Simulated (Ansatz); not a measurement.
**AgI: how the free axis answers a strain**

AgI, P6_3mc, a = 4.686 Å, c = 7.661 Å. The compound has several low-lying forms, and this is one of them. Ansatz: PBE, PAW, 420 eV, Γ-centred 6×6×4 mesh on 4 atoms, Gaussian smearing 0.02 eV; no spin polarisation. Series: biaxial strain in the a-b plane, c and atoms relaxed; x is the strain in per cent. y is the change of c in per cent of 7.661 Å.

```tsv
x (%)	y (%)
-4.5	?
-3.0	3.16
-1.5	1.57
0.0	0.00
1.5	-1.51
3.0	-2.96
4.5	-4.44
```

Problem. Fit y = c1 x + c2 x² to the other rows, say what c1 measures, and predict the missing y.

Solution. Least squares on the rows shown. y = −1.025 x + 0.009274 x². With no stress along c, c1 = −2C13/C33 = -1.025. At x = -4.5 the fit asked for gives 4.80 %. The run gave 4.79 %, so the fit is 0.01 % too high, within the rms miss on the fitted rows (0.02 %).